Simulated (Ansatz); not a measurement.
# TlCl: the cost of one run

Program: Ansatz 0.2.0. Level of theory: DFT r2SCAN, scalar-relativistic, plane waves, PAW. These are calculated values, not measurements.

1 further run of the same task is left out (set aside as unsound or not needed). Runs told in other sessions of the task aren't counted.

### 1 The structure to begin with

It takes space group Pm-3m (No. 221, cubic). The conventional cell has a = 3.901 Å, b = 3.901 Å, c = 3.901 Å, α = 90.00°, β = 90.00°, γ = 90.00°. Tl (site symmetry m-3m) has 8 Cl at 3.38 Å in its first shell of neighbours. Cl (site symmetry m-3m) is surrounded by 8 Tl at 3.38 Å.

As a file:

```cif
data_structure
_symmetry_space_group_name_H-M 'Pm-3m'
_symmetry_Int_Tables_number 221
_cell_length_a 3.9005
_cell_length_b 3.9005
_cell_length_c 3.9005
_cell_angle_alpha 90.000
_cell_angle_beta 90.000
_cell_angle_gamma 90.000
_cell_volume 59.34
loop_
_atom_site_label
_atom_site_type_symbol
_atom_site_symmetry_multiplicity
_atom_site_Wyckoff_symbol
_atom_site_fract_x
_atom_site_fract_y
_atom_site_fract_z
_atom_site_occupancy
Tl1 Tl 1 a 0.00000 0.00000 0.00000 1
Cl1 Cl 1 b 0.50000 0.50000 0.50000 1
```

The cell was relaxed beforehand at this level, from a distorted copy of a database structure. At a tolerance of 0.02 Å it has space group Pm-3m (No. 221); it has 29.67 Å³/atom, an uncorrected energy of -1.01 eV/atom over the elements and, on its mesh, gap 2.20 eV.

### 2 Level of theory: r2SCAN

input.yaml

```yaml
crystal:
  lattice:
    - [3.9005350309, 0.0, 0.0]
    - [0.0, 3.9005350309, 0.0]
    - [0.0, 0.0, 3.9005350309]
  atoms:
    - { symbol: Tl, position: [0.0, 0.0, 0.0] }
    - { symbol: Cl, position: [0.5, 0.5, 0.5] }
basis:
  ecutwfc: 500
kpoints:
  mp_grid: { grid: [8, 8, 8] }
  band_path:
    path:
      - [[0.0, 0.0, 0.0], [0.0, 0.5, 0.0], [0.5, 0.5, 0.0], [0.0, 0.0, 0.0], [0.5, 0.5, 0.5], [0.0, 0.5, 0.0]]
      - [[0.5, 0.5, 0.5], [0.5, 0.5, 0.0]]
    npoints: 14
hamiltonian:
  xc: r2scan
scf:
  occupations: { method: gaussian, width: 0.02 }
  n_extra_bands: 6
output:
  forces: true
  stress: true
  eigenvalues: true
  populations: true
  dos: { projected: true, de: 0.02, nscf_kmesh: { grid: [12, 12, 12] } }
  bader: true
  write_density: true
  write_potential: true
  elf: true
  volumetric_format: npy
```

Run with:

```bash
> ansatz run input.yaml --threads 1 --pin off --max-ram 2560MiB --backend cpu --events-out ev --progress --plain --runs-dir out
```

**Question.** How long does this run take on 1 thread of Arm Neoverse N1, shared host, and how much memory does it need?

About 38 s, with a peak of 0.43 GiB.
